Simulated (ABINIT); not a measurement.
EuO:

```xyz
2
Lattice="0.0000 2.5720 2.5720 2.5720 0.0000 2.5720 2.5720 2.5720 0.0000" Properties=species:S:1:pos:R:3 pbc="T T T"
Eu    0.0000    0.0000    0.0000
O     2.5720    2.5720    2.5720
```

Program: ABINIT 10.8.3 (patched build). Alike in all runs: task single point; spin collinear, ferromagnetic start; cell as given; smearing fermi-dirac 0.05 eV.

Task: Order these runs on this cell by their pressure, lowest first.
A. level PBEsol; potentials or basis JTH PAW PBE v2.0; k mesh 5 × 5 × 5; cutoff (eV) 626; fine-grid cutoff 1224.51 eV; mesh quality coarse
B. level PBE; potentials or basis JTH PAW PBE v2.0; k mesh 5 × 5 × 5; cutoff (eV) 626; fine-grid cutoff 1224.51 eV; mesh quality coarse
C. level LDA; potentials or basis JTH PAW LDA v2.0; k mesh 7 × 7 × 7; cutoff (eV) 680; fine-grid cutoff 1278.94 eV; mesh quality not flagged

Result: A (-16.2 GPa), C (-13.1 GPa), B (-7.2 GPa).

Caveats: some runs use coarse meshes; a cell with one magnetic atom can't hold antiferromagnetic order, which such compounds often take; the moment fell far below its start of 7 μB, so a state of higher moment may lie lower in energy (some runs); so large a pressure means that the cell lies far from this level's equilibrium, or that cutoff or potentials fall short (some runs); the potentials were made for another functional, which shifts forces and pressure (some runs).
